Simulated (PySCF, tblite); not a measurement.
**triethylamine (C6H15N): a rotation path, then NMR shifts on frames, part 1 of 2**

Aim: move triethylamine (C6H15N) (`CCN(CC)CC`) away from its starting geometry and see how NMR shifts follow the geometry.

Programs: tblite 0.8.0 and PySCF 2.14.0, with density-fitted response routines of our own. Each step states its level of theory. These are calculated values for one molecule in the gas phase, unless marked as measured. Atoms count from 0, in the outputs and in this text.

## (1) The starting structure

22 atoms, charge 0, multiplicity 1; geometry from: GFN2-xTB.

Bonds of the start (Å): C0–C1 1.54, C1–N2 1.45, N2–C3 1.45, C3–C4 1.53, N2–C5 1.45, C5–C6 1.53, C0–H7 1.09, C0–H8 1.09, C0–H9 1.09, C1–H10 1.09, C1–H11 1.09, C3–H12 1.10, C3–H13 1.09, C4–H14 1.09, C4–H15 1.09, C4–H16 1.09, C5–H17 1.10, C5–H18 1.10, C6–H19 1.09, C6–H20 1.09, C6–H21 1.09.

## (2) A band between two rotamers with GFN2-xTB

Job settings and geometry (Å):

```
{"job": {"kind": "neb", "xc": "GFN2-xTB", "basis": "xTB", "atoms": [0, 1, 2, 3], "turn": 120}, "charge": 0, "multiplicity": 1}
C     -1.971199    -1.596603     0.091934
C     -0.871795    -0.969802     0.960774
N     -0.024909     0.000646     0.302355
C     -0.716888     1.173622    -0.190313
C      0.202923     2.391664    -0.209952
C      0.946300    -0.565814    -0.619929
C      2.362825    -0.452785    -0.056239
H     -2.676680    -0.838895    -0.240243
H     -1.544967    -2.078113    -0.785685
H     -2.512759    -2.343836     0.666212
H     -0.222570    -1.759620     1.348245
H     -1.337413    -0.474688     1.819215
H     -1.133295     1.021028    -1.202230
H     -1.549403     1.377410     0.487581
H     -0.361556     3.278107    -0.490041
H      0.632345     2.544213     0.776418
H      1.011582     2.259177    -0.923602
H      0.898216    -0.048261    -1.584042
H      0.727094    -1.622603    -0.809026
H      3.079466    -0.902083    -0.740271
H      2.424682    -0.962777     0.901546
H      2.627591     0.589400     0.095659
```

Method: GFN2-xTB climbing-image nudged elastic band, gas phase.

Command:

```bash
$ OMP_NUM_THREADS=1 python probes_run.py task.json out
```

The driver reads the jobs from task.json and runs them one after another.

Log:

```text
image   E - E0 / eV
  0      -0.0000
  1       0.0407
  2       0.1261
  3       0.2105
  4       0.2542
  5       0.2215
  6       0.1457
  7       0.0694
  8       0.0314
```

It took 4.1 s on 1 thread of Intel Xeon at 2.60GHz, shared host; peak memory 0.19 GiB.

The final band, with the dihedral C0–C1–N2–C3:

```
image  dihedral (°)  energy (eV)  energy (kcal/mol)
    0            62        0.000                0.0
    1            78        0.041                0.9
    2            96        0.126                2.9
    3           115        0.211                4.9
    4           134        0.254                5.9
    5           153        0.221                5.1
    6           169        0.146                3.4
    7           184        0.069                1.6
    8           200        0.031                0.7
```

## (3) Nuclear shieldings: image 0, PBE0/pcSseg-1

Job settings and geometry (Å):

```
{"job": {"kind": "nmr", "xc": "PBE0", "basis": "pcSseg-1", "pop": false}, "charge": 0, "multiplicity": 1}
C     -1.971200    -1.596600     0.091900
C     -0.871800    -0.969800     0.960800
N     -0.024900     0.000600     0.302400
C     -0.716900     1.173600    -0.190300
C      0.202900     2.391700    -0.210000
C      0.946300    -0.565800    -0.619900
C      2.362800    -0.452800    -0.056200
H     -2.676700    -0.838900    -0.240200
H     -1.545000    -2.078100    -0.785700
H     -2.512800    -2.343800     0.666200
H     -0.222600    -1.759600     1.348200
H     -1.337400    -0.474700     1.819200
H     -1.133300     1.021000    -1.202200
H     -1.549400     1.377400     0.487600
H     -0.361600     3.278100    -0.490000
H      0.632300     2.544200     0.776400
H      1.011600     2.259200    -0.923600
H      0.898200    -0.048300    -1.584000
H      0.727100    -1.622600    -0.809000
H      3.079500    -0.902100    -0.740300
H      2.424700    -0.962800     0.901500
H      2.627600     0.589400     0.095700
```

Level: GIAO PBE0/pcSseg-1 NMR shielding, non-relativistic, gas phase.

Log:

```text
coarse grid: 16880 points
cycle   1  E = -291.9100429998  dE =  5.059e-01  |g| = 4.542e-01  |ddm| = 3.855e+00
cycle   2  E = -291.9018715157  dE =  8.171e-03  |g| = 4.994e-01  |ddm| = 9.509e-01
cycle   3  E = -291.9664500531  dE = -6.458e-02  |g| = 4.719e-02  |ddm| = 5.353e-01
cycle   4  E = -291.9667243062  dE = -2.743e-04  |g| = 2.971e-02  |ddm| = 6.753e-02
cycle   5  E = -291.9669082516  dE = -1.839e-04  |g| = 4.328e-03  |ddm| = 3.213e-02
cycle   6  E = -291.9669117998  dE = -3.548e-06  |g| = 9.482e-04  |ddm| = 4.241e-03
final grid: 158824 points
cycle   7  E = -292.0103529331  dE = -6.845e-05  |g| = 1.033e-02  |ddm| = 4.088e-02
cycle   8  E = -292.0103456306  dE =  7.303e-06  |g| = 1.162e-02  |ddm| = 2.040e-02
cycle   9  E = -292.0103807706  dE = -3.514e-05  |g| = 6.804e-04  |ddm| = 1.116e-02
cycle  10  E = -292.0103808466  dE = -7.606e-08  |g| = 3.632e-04  |ddm| = 1.074e-03
cycle  11  E = -292.0103808732  dE = -2.657e-08  |g| = 4.893e-05  |ddm| = 3.274e-04
cycle  12  E = -292.0103808736  dE = -4.378e-10  |g| = 1.663e-05  |ddm| = 6.393e-05
converged SCF energy = -292.0103808736

GIAO shielding tensors (ppm)
atom      isotropic    diamagn.    paramagn.     s11        s22        s33       span
  0 C      178.188     249.987     -71.799    166.309    181.044    187.211     20.902
  1 C      132.300     245.154    -112.854    108.446    119.610    168.844     60.397
  2 N      208.926     327.758    -118.832    178.438    208.919    239.421     60.984
  3 C      133.735     247.733    -113.997    111.850    121.404    167.953     56.103
  4 C      167.265     247.517     -80.252    149.468    167.068    185.257     35.789
  5 C      137.214     248.086    -110.871    110.726    128.096    172.820     62.094
  6 C      165.849     246.824     -80.976    146.395    164.068    187.082     40.687
  7 H       30.593      31.258      -0.665     25.630     30.561     35.587      9.957
  8 H       30.618      31.593      -0.975     25.839     30.535     35.481      9.642
  9 H       31.325      28.918       2.407     27.040     27.942     38.993     11.953
 10 H       28.842      32.466      -3.624     23.000     29.241     34.286     11.286
 11 H       28.772      32.173      -3.401     23.032     28.824     34.460     11.428
 12 H       29.044      33.018      -3.974     23.594     29.908     33.630     10.036
 13 H       29.320      33.101      -3.781     23.778     29.830     34.353     10.574
 14 H       30.696      28.912       1.784     26.147     27.650     38.290     12.143
 15 H       30.575      30.878      -0.303     27.114     28.607     36.005      8.891
 16 H       30.609      31.471      -0.862     26.436     30.443     34.948      8.512
 17 H       29.575      33.588      -4.012     26.088     29.006     33.632      7.543
 18 H       29.033      33.354      -4.321     23.409     30.513     33.176      9.767
 19 H       30.921      29.151       1.770     26.413     27.582     38.767     12.354
 20 H       30.475      30.901      -0.426     26.381     29.242     35.801      9.420
 21 H       30.666      31.213      -0.547     26.082     30.760     35.157      9.074
```

It took 29 s on 1 thread of Intel Xeon at 2.60GHz, shared host; peak memory 0.87 GiB.

The references, computed at this level on geometries of the same kind, shield at (ppm): 1H TMS 31.72, 13C TMS 186.9, 15N NH3 267.7. Their shielding less the atom's gives the shift. The references are single molecules in the gas phase, so shifts against H2O, NH3, PH3, H3PO4 or CFCl3 are not on the usual liquid scales and can be off by tens of ppm. Each atom is listed at this fixed geometry, with no averaging over motion; a spectrum would average atoms that exchange fast.

```
atoms                         environment  σ (ppm)  δ (ppm)
   C1                 sp3 CH2 bonded to N    132.3     54.6
   C3                 sp3 CH2 bonded to N    133.7     53.2
   C5                 sp3 CH2 bonded to N    137.2     49.7
   C6                       methyl carbon    165.8     21.1
   C4                       methyl carbon    167.3     19.7
   C0                       methyl carbon    178.2      8.7
  H11  hydrogen on an sp3 CH2 bonded to N    28.77     2.94
  H10  hydrogen on an sp3 CH2 bonded to N    28.84     2.87
  H18  hydrogen on an sp3 CH2 bonded to N    29.03     2.68
  H12  hydrogen on an sp3 CH2 bonded to N    29.04     2.67
  H13  hydrogen on an sp3 CH2 bonded to N    29.32     2.40
  H17  hydrogen on an sp3 CH2 bonded to N    29.58     2.14
  H20         hydrogen on a methyl carbon    30.47     1.24
  H15         hydrogen on a methyl carbon    30.58     1.14
   H7         hydrogen on a methyl carbon    30.59     1.12
  H16         hydrogen on a methyl carbon    30.61     1.11
   H8         hydrogen on a methyl carbon    30.62     1.10
  H21         hydrogen on a methyl carbon    30.67     1.05
  H14         hydrogen on a methyl carbon    30.70     1.02
  H19         hydrogen on a methyl carbon    30.92     0.80
   H9         hydrogen on a methyl carbon    31.32     0.39
   N2                      amine nitrogen    208.9     58.8
```

## (4) Nuclear shieldings: image 2, PBE0/pcSseg-1

Job settings and geometry (Å):

```
{"job": {"kind": "nmr", "xc": "PBE0", "basis": "pcSseg-1", "pop": false}, "charge": 0, "multiplicity": 1}
C     -1.715300    -1.930700     0.124000
C     -0.999800    -0.847900     0.947500
N     -0.143000     0.087400     0.248800
C     -0.717500     1.358700    -0.130900
C      0.339800     2.462900    -0.107600
C      0.786800    -0.469300    -0.716400
C      2.214000    -0.542600    -0.169700
H     -2.256300    -1.502000    -0.715900
H     -1.015000    -2.672200    -0.253500
H     -2.422900    -2.447800     0.767600
H     -0.398600    -1.351300     1.715100
H     -1.761800    -0.261100     1.466100
H     -1.191500     1.331300    -1.129300
H     -1.492500     1.613900     0.596500
H     -0.122600     3.428200    -0.298700
H      0.821900     2.489400     0.865900
H      1.102000     2.293400    -0.863800
H      0.783000     0.146600    -1.622100
H      0.481400    -1.475500    -1.016800
H      2.860400    -1.031500    -0.895600
H      2.234600    -1.111700     0.755800
H      2.602800     0.451100     0.031400
```

Method: GIAO PBE0/pcSseg-1 NMR shielding, non-relativistic, gas phase.

Log:

```text
coarse grid: 16880 points
cycle   1  E = -291.9071651653  dE =  5.056e-01  |g| = 4.517e-01  |ddm| = 3.858e+00
cycle   2  E = -291.8985257047  dE =  8.639e-03  |g| = 4.994e-01  |ddm| = 9.595e-01
cycle   3  E = -291.9630070946  dE = -6.448e-02  |g| = 4.631e-02  |ddm| = 5.417e-01
cycle   4  E = -291.9632671888  dE = -2.601e-04  |g| = 2.964e-02  |ddm| = 6.799e-02
cycle   5  E = -291.9634505656  dE = -1.834e-04  |g| = 4.333e-03  |ddm| = 3.269e-02
cycle   6  E = -291.9634541254  dE = -3.560e-06  |g| = 9.684e-04  |ddm| = 4.222e-03
final grid: 158824 points
cycle   7  E = -292.0060271023  dE = -6.228e-05  |g| = 1.006e-02  |ddm| = 3.744e-02
cycle   8  E = -292.0060199571  dE =  7.145e-06  |g| = 1.136e-02  |ddm| = 2.011e-02
cycle   9  E = -292.0060535072  dE = -3.355e-05  |g| = 6.922e-04  |ddm| = 1.110e-02
cycle  10  E = -292.0060535905  dE = -8.324e-08  |g| = 3.310e-04  |ddm| = 1.059e-03
cycle  11  E = -292.0060536124  dE = -2.196e-08  |g| = 5.062e-05  |ddm| = 3.017e-04
cycle  12  E = -292.0060536129  dE = -4.927e-10  |g| = 1.609e-05  |ddm| = 6.831e-05
converged SCF energy = -292.0060536129

GIAO shielding tensors (ppm)
atom      isotropic    diamagn.    paramagn.     s11        s22        s33       span
  0 C      175.656     249.312     -73.656    161.356    178.003    187.609     26.252
  1 C      134.296     243.779    -109.483    105.677    124.564    172.647     66.969
  2 N      214.057     328.808    -114.751    176.498    219.226    246.448     69.950
  3 C      129.047     246.033    -116.986     97.409    119.045    170.686     73.277
  4 C      166.338     248.193     -81.856    147.430    166.340    185.242     37.812
  5 C      142.655     247.536    -104.881    112.848    141.919    173.199     60.351
  6 C      167.566     247.222     -79.656    147.868    167.340    187.489     39.621
  7 H       31.000      31.086      -0.085     26.598     29.710     36.692     10.094
  8 H       30.180      31.294      -1.115     25.098     30.245     35.196     10.099
  9 H       31.117      28.585       2.532     26.840     28.105     38.406     11.566
 10 H       28.082      31.792      -3.710     21.840     28.420     33.988     12.148
 11 H       29.050      32.418      -3.368     23.435     29.855     33.859     10.425
 12 H       28.684      32.106      -3.422     23.168     28.942     33.942     10.774
 13 H       29.282      32.623      -3.341     24.030     29.643     34.173     10.143
 14 H       30.728      28.819       1.909     26.308     27.559     38.316     12.008
 15 H       30.591      31.045      -0.454     27.317     28.743     35.712      8.396
 16 H       30.536      31.622      -1.086     26.357     30.602     34.651      8.294
 17 H       29.600      33.581      -3.982     26.045     29.038     33.716      7.672
 18 H       28.668      33.799      -5.131     22.849     30.702     32.453      9.604
 19 H       30.978      29.426       1.552     26.433     27.752     38.749     12.316
 20 H       30.466      31.143      -0.677     26.161     29.411     35.826      9.664
 21 H       30.740      31.294      -0.554     26.091     30.620     35.509      9.418
```

It took 29 s on 1 thread of Intel Xeon at 2.60GHz, shared host; peak memory 0.89 GiB.

In short: δ C3 57.9, C1 52.6, C5 44.3, C4 20.6, H10 3.63, H18 3.05 ppm.

(Continued in part 2 of 2.)
